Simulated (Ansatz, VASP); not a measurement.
## InAs: VASP beside Ansatz

```
In As
1.0
     0.00000    2.87492    2.87492
     2.87492    0.00000    2.87492
     2.87492    2.87492    0.00000
In As
1 1
Direct
  0.00000 0.00000 0.00000
  0.50000 0.50000 0.50000
```

Alike in both runs: functional PBE; k mesh 16 × 16 × 16; occupations gaussian, width 0.1 eV; no spin polarisation.

Ansatz relaxed the structure, and its values are those at the end. VASP's run is a single point on that final structure, the one shown.

```csv
,VASP,Ansatz
version,VASP 6.6.1,Ansatz 0.2.0
potentials or method,"VASP PAW PBE potentials, release 64 (In_d, As)","scalar-relativistic, plane waves, PAW"
plane-wave cutoff (eV),520,420
valence electrons in the cell,18,28
```

```tsv
	VASP	Ansatz	Ansatz less VASP
gap on the k mesh at the Fermi level (eV)	none	none	-
pressure (GPa)	0.1	0.0	-0.04
```

A gap of «none» marks a metal or a gap that the smearing closes. The functional is the same, so the differences come from potentials, cutoffs and numerics. The two sets of potentials don't hold the same shells in valence.
